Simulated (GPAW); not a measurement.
Runs of GPAW 26.7.0 on NaCl. Symmetry: Fm-3m, No. 225, cubic system. Conventional cell: a = 5.588 Å, b = 5.588 Å, c = 5.588 Å, α = 90.00°, β = 90.00°, γ = 90.00°. Cl (site symmetry m-3m) has 6 Na at 2.79 Å as nearest neighbours. Na (site symmetry m-3m) has 6 Cl at 2.79 Å as nearest neighbours. The cell is a database's computed one.

```tsv
task	level	potentials or basis	band path	band points	eigensolver	data set	gap on the mesh (eV)	pressure (GPa)	V0 of scaled cells (Å³/atom)	B0 (GPa)
band structure	vdW-DF-cx	GPAW PAW data sets (gpaw-data 1.2.1), pw	GXWKGLUWLK,UX	100	-	-	5.38	-	-	-
band structure	PBEint	PAW data sets generated in the run's folder for this functional, pw	GXWKGLUWLK,UX	80	-	-	5.20	1.2	-	-
band structure	OLYP	PAW data sets generated in the run's folder for this functional, pw	GXWKGLUWLK,UX	100	davidson	-	6.02	4.3	-	-
equation of state	PBEsol	PAW data sets generated in the run's folder for this functional, pw	-	-	-	-	-	-	(a)	26
equation of state	PBEsol+D4	PAW data sets generated in the run's folder for this functional, pw	-	-	-	-	-	-	21.69	27
band structure	revPBE	the program's PAW data sets (release 1.2.1) made for this functional, pw	GXWKGLUWLK,UX	60	-	-	(d)	(b)	-	-
equation of state	PBEsol+D3(BJ)	PAW data sets generated in the run's folder for this functional, pw	-	-	-	-	-	-	(c)	30
equation of state	LDA	the program's PAW data sets (release 1.2.1) made for this functional, other valence, pw	-	-	-	Na 1	-	-	20.77	33
```

Alike in all rows: no spin polarisation; cell as given; k mesh 7 × 7 × 7; cutoff (eV) 800; smearing fermi-dirac 0.05 eV.

Problem. Estimate the missing entries.

Solution. (a) 22.03; (b) 3.2; (c) 20.85; (d) 5.50.

Caveats: the PAW data sets were made with another functional, which shifts forces and pressure a little (some runs).

Runs at the PBE level aren't shown here.
